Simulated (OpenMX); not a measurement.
The system is SnTe.

```
CELL_PARAMETERS angstrom
0.00000 3.15085 3.15085
3.15085 0.00000 3.15085
3.15085 3.15085 0.00000
ATOMIC_POSITIONS crystal
Te 0.50000 0.50000 0.50000
Sn 0.00000 0.00000 0.00000
```

Base run:

| Property | Result |
| --- | --- |
| Program | OpenMX 3.8.5 |
| Functional | LDA |
| Potentials or basis | OpenMX 2013 LDA set, Te7.0-s3p2d2f1, Sn7.0-s3p2d2, grid cutoff 500 Ry |
| k mesh | 5 × 5 × 5 |
| Occupations | fermi-dirac, width 0.05 eV |
| Spin | no spin polarisation |

Its results: pressure 0.0 GPa.

The run is repeated on the same cell with these changes: functional from LDA to PBE; potentials or basis from OpenMX 2013 LDA set, Te7.0-s3p2d2f1, Sn7.0-s3p2d2, grid cutoff 500 Ry to OpenMX 2013 PBE set, Te7.0-s3p2d2f1, Sn7.0-s3p2d2, grid cutoff 700 Ry. What comes out?

Pressure 3.7 GPa.

Caveats: the basis of atomic orbitals isn't converged, which shifts pressures, moduli and gaps.

Not every run made on this cell is shown here.
